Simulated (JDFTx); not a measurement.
# Ta (Im-3m) in JDFTx: equation of state

How stiff is Ta in PBE, and what volume does it want? The cell is scaled to several volumes.

Program: JDFTx 1.7.0 (patched build). These are calculated values, not measurements. Logs are shortened: lines on timing, memory, paths and dates and some standing lists are left out, and cuts for length are marked. The log counts tension as positive stress, the text compression.

**Experimental background.**

“Refinement of the equation of state of tantalum”, 2004, arxiv:cond-mat/0403080 quotes, for a bulk crystal of Ta: bulk modulus 194 GPa.

How close the calculation comes is told below.

## (1) Starting point

It takes space group Im-3m (No. 229, cubic). Conventional cell: a = 3.303 Å, b = 3.303 Å, c = 3.303 Å, α = 90.00°, β = 90.00°, γ = 90.00°. Around Ta (site symmetry m-3m) lie 8 Ta at 2.86 Å.

## (2) Equation of state, PBE, 16.93 Å³/atom (volume scaled by 0.94)

Ta.in

```
lattice \
   -3.0567660819     3.0567660819     3.0567660819 \
    3.0567660819    -3.0567660819     3.0567660819 \
    3.0567660819     3.0567660819    -3.0567660819
coords-type Lattice
ion Ta     0.0000000000     0.0000000000     0.0000000000 1

ion-species pseudo/Ta.upf
elec-cutoff 29
elec-ex-corr gga-PBE
kpoint-folding 11 11 11
elec-smearing Fermi 0.0018374661
elec-n-bands 12
electronic-SCF nIterations 100 energyDiffThreshold 1e-08
electronic-minimize nIterations 30 energyDiffThreshold 1e-7
forces-output-coords Cartesian

dump-name run.$VAR
dump End Ecomponents EigStats BandEigs Kpoints Forces Stress
```

Potentials or basis: PseudoDojo-SR-PBE-0.5-standard.

The run is started by

```
> jdftx -c 1 -i Ta.in -o Ta.out
```

The log of the run:

```text
*************** JDFTx 1.7.0 (patched build) ***************

Input parsed successfully to the following command list (including defaults):
[... the input with its defaults ...]

---------- Setting up symmetries ----------

Found 48 point-group symmetries of the bravais lattice
Found 48 space-group symmetries with basis
Applied RMS atom displacement 0 bohrs to make symmetries exact.

---------- Initializing the Grid ----------
R =
[     -3.05677      3.05677      3.05677  ]
[      3.05677     -3.05677      3.05677  ]
[      3.05677      3.05677     -3.05677  ]
unit cell volume = 114.247
G =
[ -6.98619e-18    1.02775    1.02775  ]
[    1.02775 -6.98619e-18    1.02775  ]
[    1.02775    1.02775 -6.98619e-18  ]
Minimum fftbox size, Smin = [  28  28  28  ]
Chosen fftbox size, S = [  28  28  28  ]

---------- Exchange Correlation functional ----------
Initalized PBE GGA exchange.
Initalized PBE GGA correlation.

---------- Setting up pseudopotentials ----------
Width of ionic core gaussian charges (only for fluid interactions / plotting) set to 0

Reading pseudopotential file 'pseudo/Ta.upf':
  'Ta' pseudopotential, 'PBE' functional
  Generated using ONCVPSP code by D. R. Hamann
  13 valence electrons, 4 orbitals, 8 projectors, 1001 radial grid points, with lMax = 3
    5S    l: 0   occupation:  2.0   eigenvalue: -2.682802
    5P    l: 1   occupation:  6.0   eigenvalue: -1.447891
    5D    l: 2   occupation:  3.0   eigenvalue: -0.131962
    6S    l: 0   occupation:  2.0   eigenvalue: -0.200010
  Core radius for overlap checks: 2.22 bohrs.

Initialized 1 species with 1 total atoms.

Folded 1 k-points by 11x11x11 to 1331 k-points.

---------- Setting up k-points, bands, fillings ----------
Reduced to 56 k-points under symmetry.
Computing the number of bands and number of electrons
Calculating initial fillings.
nElectrons:  13.000000   nBands: 12   nStates: 56

----- Setting up reduced wavefunction bases (one per k-point) -----
average nbasis = 852.319 , ideal nbasis = 852.192

---------- Setting up ewald sum ----------
Optimum gaussian width for ewald sums = 1.908579 bohr.
Real space sum over 2197 unit cells with max indices [  6  6  6  ]
Reciprocal space sum over 2197 terms with max indices [  6  6  6  ]

---------- Allocating electronic variables ----------
Initializing wave functions:  linear combination of atomic orbitals
Note: number of bands (12) exceeds available atomic orbitals (10)
Ta pseudo-atom occupations:   s ( 2 2 )  p ( 6 )  d ( 3 )
	FillingsUpdate:  mu: +0.738234248  nElectrons: 13.000000
LCAOMinimize: Iter:   0  F: -59.0468325183129750  |grad|_K:  2.440e-04  alpha:  1.000e+00
	FillingsUpdate:  mu: +0.739506430  nElectrons: 13.000000
LCAOMinimize: Iter:   1  F: -59.0470261427071819  |grad|_K:  3.617e-06  alpha:  8.032e-01  linmin:  3.896e-02  cgtest: -2.209e-01
	FillingsUpdate:  mu: +0.739503271  nElectrons: 13.000000
LCAOMinimize: Iter:   2  F: -59.0470261922824591  |grad|_K:  7.996e-07  alpha:  9.966e-01  linmin: -3.062e-05  cgtest:  2.382e-01
LCAOMinimize: Encountered beta<0, resetting CG.
	FillingsUpdate:  mu: +0.739499127  nElectrons: 13.000000
LCAOMinimize: Iter:   3  F: -59.0470261943410080  |grad|_K:  1.421e-08  alpha:  7.982e-01  linmin: -5.721e-03  cgtest:  5.038e-02
LCAOMinimize: Encountered beta<0, resetting CG.
LCAOMinimize: Converged (|Delta F|<1.000000e-06 for 2 iters).

-------- Electronic minimization -----------
Will mix electronic density at each iteration.
	FillingsUpdate:  mu: +0.739499127  nElectrons: 13.000000
	FillingsUpdate:  mu: +0.731776207  nElectrons: 13.000000
SCF: Cycle:  0   F: -59.066304860699383   dF: -1.928e-02   |Residual|: 2.911e-02   |deigs|: 7.994e-02
	FillingsUpdate:  mu: +0.729062880  nElectrons: 13.000000
SCF: Cycle:  1   F: -59.066846074409419   dF: -5.412e-04   |Residual|: 1.321e-02   |deigs|: 6.456e-03
	FillingsUpdate:  mu: +0.727103792  nElectrons: 13.000000
SCF: Cycle:  2   F: -59.066946219371502   dF: -1.001e-04   |Residual|: 2.703e-03   |deigs|: 4.281e-03
	FillingsUpdate:  mu: +0.727241962  nElectrons: 13.000000
SCF: Cycle:  3   F: -59.066946705677431   dF: -4.863e-07   |Residual|: 5.963e-04   |deigs|: 5.176e-04
	FillingsUpdate:  mu: +0.727165545  nElectrons: 13.000000
SCF: Cycle:  4   F: -59.066947007447190   dF: -3.018e-07   |Residual|: 1.414e-04   |deigs|: 1.935e-04
	FillingsUpdate:  mu: +0.727145576  nElectrons: 13.000000
SCF: Cycle:  5   F: -59.066947021403990   dF: -1.396e-08   |Residual|: 9.191e-05   |deigs|: 7.296e-05
	FillingsUpdate:  mu: +0.727154541  nElectrons: 13.000000
SCF: Cycle:  6   F: -59.066947026798744   dF: -5.395e-09   |Residual|: 5.799e-06   |deigs|: 5.115e-05
	FillingsUpdate:  mu: +0.727154544  nElectrons: 13.000000
SCF: Cycle:  7   F: -59.066947027020923   dF: -2.222e-10   |Residual|: 6.601e-06   |deigs|: 4.503e-05
SCF: Converged (|Delta E|<1.000000e-08 for 2 iters).

Setting wave functions to eigenvectors of Hamiltonian

# Stress tensor in Cartesian coordinates [Eh/a0^3]:
[  -0.00058219            0            0  ]
[            0  -0.00058219            0  ]
[            0            0  -0.00058219  ]

# Ionic positions in lattice coordinates:
ion Ta   0.000000000000000   0.000000000000000   0.000000000000000 1

# Forces in Cartesian coordinates:
force Ta   0.000000000000000   0.000000000000000  -0.000000000000000 1

# Energy components:
   Eewald =      -50.3007456645711031
       EH =        6.9665463207140190
     Eloc =      -28.8477078625936905
      Enl =        4.6548346365732050
      Exc =      -14.8492153740221013
 Exc_core =        6.0345593085598672
       KE =       17.2750042327247435
-------------------------------------
     Etot =      -59.0667244026150797
       TS =        0.0002226244058407
-------------------------------------
        F =      -59.0669470270209231

IonicMinimize: Iter:   0  F: -59.066947027020923  |grad|_K:  0.000e+00
IonicMinimize: Converged (|grad|_K<1.000000e-04).

#--- Lowdin population analysis ---
# oxidation-state Ta +0.067

Dumping 'run.eigStats' ...
	eMin: -1.734683 at state 0 ( [ +0.000000 +0.000000 +0.000000 ] spin 0 )
	HOMO: +0.724508 at state 33 ( [ +0.090909 -0.454545 -0.454545 ] spin 0 )
	mu  : +0.727155
	LUMO: +0.730170 at state 27 ( [ +0.090909 +0.272727 -0.181818 ] spin 0 )
	eMax: +1.447656 at state 40 ( [ +0.181818 +0.272727 -0.272727 ] spin 0 )
	HOMO-LUMO gap: +0.005661
	Optical gap  : +0.013779 at state 2 ( [ +0.000000 +0.000000 +0.181818 ] spin 0 )
Done!
[note: the HOMO, LUMO and gaps printed at the end count levels as full or empty at half filling, so they show a gap where a level is partly filled]
```

Run time: 19 s. Hardware: 1 thread of Arm Neoverse V1, shared host; peak memory 0.06 GiB.

What came out:

```yaml
Free_energy: -1607.2935 eV
Pressure: 17.1 GPa
Band_gap_on_the_k_mesh: none (metal or under the smearing width)
```

## (3) Equation of state, PBE, 17.29 Å³/atom (volume scaled by 0.96)

Ta.in

```
lattice \
   -3.0782933128     3.0782933128     3.0782933128 \
    3.0782933128    -3.0782933128     3.0782933128 \
    3.0782933128     3.0782933128    -3.0782933128
coords-type Lattice
ion Ta     0.0000000000     0.0000000000     0.0000000000 1

ion-species pseudo/Ta.upf
elec-cutoff 29
elec-ex-corr gga-PBE
kpoint-folding 11 11 11
elec-smearing Fermi 0.0018374661
elec-n-bands 12
electronic-SCF nIterations 100 energyDiffThreshold 1e-08
electronic-minimize nIterations 30 energyDiffThreshold 1e-7
forces-output-coords Cartesian

dump-name run.$VAR
dump End Ecomponents EigStats BandEigs Kpoints Forces Stress ElecDensity Dtot KEdensity
```

Potentials or basis: PseudoDojo-SR-PBE-0.5-standard.

The run is started by

```
> jdftx -c 1 -i Ta.in -o Ta.out
```

Run time: 20 s. Hardware: 1 thread of Arm Neoverse V1, shared host; peak memory 0.06 GiB.

It converged, with:

```
Free energy            : -1607.3259 eV
Pressure               : 11.7 GPa
Band gap on the k mesh : none (metal or under the smearing width)
```

## (4) Equation of state, PBE, 17.65 Å³/atom (volume scaled by 0.98)

Ta.in: that of step 3 with these lines changed.

```diff
@@ -1,5 +1,5 @@
 lattice \
-   -3.0782933128     3.0782933128     3.0782933128 \
-    3.0782933128    -3.0782933128     3.0782933128 \
-    3.0782933128     3.0782933128    -3.0782933128
+   -3.0995235929     3.0995235929     3.0995235929 \
+    3.0995235929    -3.0995235929     3.0995235929 \
+    3.0995235929     3.0995235929    -3.0995235929
 coords-type Lattice
```

Potentials or basis: PseudoDojo-SR-PBE-0.5-standard.

The run is started by

```
> jdftx -c 1 -i Ta.in -o Ta.out
```

The log of the run:

```text
*************** JDFTx 1.7.0 (patched build) ***************

[... 9 lines left out ...]
---------- Initializing the Grid ----------
R =
[     -3.09952      3.09952      3.09952  ]
[      3.09952     -3.09952      3.09952  ]
[      3.09952      3.09952     -3.09952  ]
unit cell volume = 119.109
G =
[ -4.14165e-17    1.01357    1.01357  ]
[    1.01357 -4.14165e-17    1.01357  ]
[    1.01357    1.01357 -4.14165e-17  ]
Minimum fftbox size, Smin = [  28  28  28  ]
Chosen fftbox size, S = [  28  28  28  ]

---------- Exchange Correlation functional ----------
Initalized PBE GGA exchange.
Initalized PBE GGA correlation.

---------- Setting up pseudopotentials ----------
Width of ionic core gaussian charges (only for fluid interactions / plotting) set to 0

Reading pseudopotential file 'pseudo/Ta.upf':
  'Ta' pseudopotential, 'PBE' functional
  Generated using ONCVPSP code by D. R. Hamann
  13 valence electrons, 4 orbitals, 8 projectors, 1001 radial grid points, with lMax = 3
    5S    l: 0   occupation:  2.0   eigenvalue: -2.682802
    5P    l: 1   occupation:  6.0   eigenvalue: -1.447891
    5D    l: 2   occupation:  3.0   eigenvalue: -0.131962
    6S    l: 0   occupation:  2.0   eigenvalue: -0.200010
  Core radius for overlap checks: 2.22 bohrs.

Initialized 1 species with 1 total atoms.

Folded 1 k-points by 11x11x11 to 1331 k-points.

---------- Setting up k-points, bands, fillings ----------
Reduced to 56 k-points under symmetry.
Computing the number of bands and number of electrons
Calculating initial fillings.
nElectrons:  13.000000   nBands: 12   nStates: 56

----- Setting up reduced wavefunction bases (one per k-point) -----
average nbasis = 888.721 , ideal nbasis = 888.456

---------- Setting up ewald sum ----------
Optimum gaussian width for ewald sums = 1.935276 bohr.
Real space sum over 2197 unit cells with max indices [  6  6  6  ]
Reciprocal space sum over 2197 terms with max indices [  6  6  6  ]

---------- Allocating electronic variables ----------
Initializing wave functions:  linear combination of atomic orbitals
Note: number of bands (12) exceeds available atomic orbitals (10)
Ta pseudo-atom occupations:   s ( 2 2 )  p ( 6 )  d ( 3 )
	FillingsUpdate:  mu: +0.705911882  nElectrons: 13.000000
LCAOMinimize: Iter:   0  F: -59.0490588080879135  |grad|_K:  2.651e-04  alpha:  1.000e+00
	FillingsUpdate:  mu: +0.707265319  nElectrons: 13.000000
LCAOMinimize: Iter:   1  F: -59.0492854937934553  |grad|_K:  4.153e-06  alpha:  7.975e-01  linmin:  2.670e-02  cgtest: -2.170e-01
	FillingsUpdate:  mu: +0.707262110  nElectrons: 13.000000
LCAOMinimize: Iter:   2  F: -59.0492855592138142  |grad|_K:  9.106e-07  alpha:  9.927e-01  linmin:  5.056e-05  cgtest:  2.334e-01
LCAOMinimize: Encountered beta<0, resetting CG.
	FillingsUpdate:  mu: +0.707257517  nElectrons: 13.000000
LCAOMinimize: Iter:   3  F: -59.0492855618689134  |grad|_K:  1.630e-08  alpha:  7.937e-01  linmin: -1.852e-03  cgtest:  2.565e-02
LCAOMinimize: Encountered beta<0, resetting CG.
LCAOMinimize: Converged (|Delta F|<1.000000e-06 for 2 iters).

-------- Electronic minimization -----------
Will mix electronic density at each iteration.
	FillingsUpdate:  mu: +0.707257517  nElectrons: 13.000000
	FillingsUpdate:  mu: +0.698443420  nElectrons: 13.000000
SCF: Cycle:  0   F: -59.068215708132691   dF: -1.893e-02   |Residual|: 2.990e-02   |deigs|: 7.551e-02
	FillingsUpdate:  mu: +0.695758440  nElectrons: 13.000000
SCF: Cycle:  1   F: -59.068795138671717   dF: -5.794e-04   |Residual|: 1.356e-02   |deigs|: 6.533e-03
	FillingsUpdate:  mu: +0.693839883  nElectrons: 13.000000
SCF: Cycle:  2   F: -59.068901003320285   dF: -1.059e-04   |Residual|: 2.708e-03   |deigs|: 4.393e-03
	FillingsUpdate:  mu: +0.693988624  nElectrons: 13.000000
SCF: Cycle:  3   F: -59.068901569356449   dF: -5.660e-07   |Residual|: 6.348e-04   |deigs|: 5.847e-04
	FillingsUpdate:  mu: +0.693910020  nElectrons: 13.000000
SCF: Cycle:  4   F: -59.068901924809907   dF: -3.555e-07   |Residual|: 1.511e-04   |deigs|: 2.270e-04
	FillingsUpdate:  mu: +0.693888323  nElectrons: 13.000000
SCF: Cycle:  5   F: -59.068901940534445   dF: -1.572e-08   |Residual|: 1.050e-04   |deigs|: 1.159e-04
	FillingsUpdate:  mu: +0.693898602  nElectrons: 13.000000
SCF: Cycle:  6   F: -59.068901947752011   dF: -7.218e-09   |Residual|: 7.681e-06   |deigs|: 9.086e-05
	FillingsUpdate:  mu: +0.693898542  nElectrons: 13.000000
SCF: Cycle:  7   F: -59.068901948021065   dF: -2.691e-10   |Residual|: 9.692e-06   |deigs|: 7.406e-05
SCF: Converged (|Delta E|<1.000000e-08 for 2 iters).

Setting wave functions to eigenvectors of Hamiltonian

# Stress tensor in Cartesian coordinates [Eh/a0^3]:
[ -0.000234431            0            0  ]
[            0 -0.000234431            0  ]
[            0            0 -0.000234431  ]

# Ionic positions in lattice coordinates:
ion Ta   0.000000000000000   0.000000000000000   0.000000000000000 1

# Forces in Cartesian coordinates:
force Ta   0.000000000000000   0.000000000000000   0.000000000000000 1

# Energy components:
   Eewald =      -49.6068536448471420
       EH =        7.2087706027798708
     Eloc =      -29.7300372019130741
      Enl =        4.6500194268703838
      Exc =      -14.8221682670873651
 Exc_core =        6.0345591891393786
       KE =       17.1970742324078074
-------------------------------------
     Etot =      -59.0686356626501450
       TS =        0.0002662853709199
-------------------------------------
        F =      -59.0689019480210646

IonicMinimize: Iter:   0  F: -59.068901948021065  |grad|_K:  0.000e+00
IonicMinimize: Converged (|grad|_K<1.000000e-04).

#--- Lowdin population analysis ---
# oxidation-state Ta +0.074

Dumping 'run.eigStats' ...
	eMin: -1.771520 at state 0 ( [ +0.000000 +0.000000 +0.000000 ] spin 0 )
	HOMO: +0.690751 at state 2 ( [ +0.000000 +0.000000 +0.181818 ] spin 0 )
	mu  : +0.693899
	LUMO: +0.696251 at state 23 ( [ +0.090909 +0.181818 +0.363636 ] spin 0 )
	eMax: +1.390776 at state 40 ( [ +0.181818 +0.272727 -0.272727 ] spin 0 )
	HOMO-LUMO gap: +0.005500
	Optical gap  : +0.012849 at state 2 ( [ +0.000000 +0.000000 +0.181818 ] spin 0 )
Done!
[note: the HOMO, LUMO and gaps printed at the end count levels as full or empty at half filling, so they show a gap where a level is partly filled]
```

Wall time 20 s (1 thread of Arm Neoverse V1, shared host); peak memory 0.07 GiB.

Results:

| Property | Result |
| --- | --- |
| Free energy | -1607.3467 eV |
| Pressure | 6.9 GPa |
| Band gap on the k mesh | none (metal or under the smearing width) |

## (5) Equation of state, PBE, 18.01 Å³/atom

Ta.in: that of step 4 with these lines changed.

```diff
@@ -1,5 +1,5 @@
 lattice \
-   -3.0995235929     3.0995235929     3.0995235929 \
-    3.0995235929    -3.0995235929     3.0995235929 \
-    3.0995235929     3.0995235929    -3.0995235929
+   -3.1204669551     3.1204669551     3.1204669551 \
+    3.1204669551    -3.1204669551     3.1204669551 \
+    3.1204669551     3.1204669551    -3.1204669551
 coords-type Lattice
```

The run is started by

```
> jdftx -c 1 -i Ta.in -o Ta.out
```

Wall time 20 s (1 thread of Arm Neoverse V1, shared host); peak memory 0.07 GiB.

Results (log left out):

```yaml
Free_energy: -1607.3573 eV
Pressure: 2.6 GPa
Band_gap_on_the_k_mesh: none (metal or under the smearing width)
```

## (6) Equation of state, PBE, 18.37 Å³/atom (volume scaled by 1.02)

Ta.in: that of step 5 with these lines changed.

```diff
@@ -1,5 +1,5 @@
 lattice \
-   -3.1204669551     3.1204669551     3.1204669551 \
-    3.1204669551    -3.1204669551     3.1204669551 \
-    3.1204669551     3.1204669551    -3.1204669551
+   -3.1411329013     3.1411329013     3.1411329013 \
+    3.1411329013    -3.1411329013     3.1411329013 \
+    3.1411329013     3.1411329013    -3.1411329013
 coords-type Lattice
```

Potentials or basis: PseudoDojo-SR-PBE-0.5-standard.

The run is started by

```
> jdftx -c 1 -i Ta.in -o Ta.out
```

Wall time 20 s (1 thread of Arm Neoverse V1, shared host); peak memory 0.07 GiB.

It converged, with:

* Free energy: -1607.3586 eV
* Pressure: -1.3 GPa
* Band gap on the k mesh: none (metal or under the smearing width)

## (7) Equation of state, PBE, 18.73 Å³/atom (volume scaled by 1.04)

Ta.in: that of step 6 with these lines changed.

```diff
@@ -1,5 +1,5 @@
 lattice \
-   -3.1411329013     3.1411329013     3.1411329013 \
-    3.1411329013    -3.1411329013     3.1411329013 \
-    3.1411329013     3.1411329013    -3.1411329013
+   -3.1615304398     3.1615304398     3.1615304398 \
+    3.1615304398    -3.1615304398     3.1615304398 \
+    3.1615304398     3.1615304398    -3.1615304398
 coords-type Lattice
```

The run is started by

```
> jdftx -c 1 -i Ta.in -o Ta.out
```

Run time: 20 s. Hardware: 1 thread of Arm Neoverse V1, shared host; peak memory 0.07 GiB.

Results (log left out):

- Free energy: -1607.3516 eV
- Pressure: -4.9 GPa
- Band gap on the k mesh: none (metal or under the smearing width)

## (8) Equation of state, PBE, 19.09 Å³/atom (volume scaled by 1.06)

Ta.in: that of step 7 with these lines changed.

```diff
@@ -1,5 +1,5 @@
 lattice \
-   -3.1615304398     3.1615304398     3.1615304398 \
-    3.1615304398    -3.1615304398     3.1615304398 \
-    3.1615304398     3.1615304398    -3.1615304398
+   -3.1816681193     3.1816681193     3.1816681193 \
+    3.1816681193    -3.1816681193     3.1816681193 \
+    3.1816681193     3.1816681193    -3.1816681193
 coords-type Lattice
```

The run is started by

```
> jdftx -c 1 -i Ta.in -o Ta.out
```

It took 22 s on 1 thread of Arm Neoverse V1, shared host; peak memory 0.07 GiB.

The run converged. Its results:

```yaml
Free_energy: -1607.3370 eV
Pressure: -8.1 GPa
Band_gap_on_the_k_mesh: none (metal or under the smearing width)
```

## (9) Equation of state, PBE

Potentials or basis: PseudoDojo-SR-PBE-0.5-standard.

This step only gathers the single runs of the series.

Results:

```
Equilibrium volume                      : 18.24 Å³/atom
Bulk modulus                            : 195 GPa
Pressure derivative of the bulk modulus : 4.3
```

Energy against volume, from the lowest point:
| volume (Å³/atom) | energy (meV/atom) |
| --- | --- |
| 16.930 | 65.08 |
| 17.290 | 32.72 |
| 17.650 | 11.88 |
| 18.010 | 1.33 |
| 18.371 | 0.00 |
| 18.731 | 7.00 |
| 19.091 | 21.56 |

Spin-orbit coupling is left out, which matters for the levels of Ta. PBE usually gives volumes a little too large and moduli too small.

## (10) Comparison with measurements

Step 9. A measured bulk modulus of Ta is 194 GPa (quoted in “Refinement of the equation of state of tantalum”, 2004, arxiv:cond-mat/0403080); the calculated 195 GPa misses it by +0.4 %. The fit is for a static lattice scaled at fixed shape and fixed fractional positions.
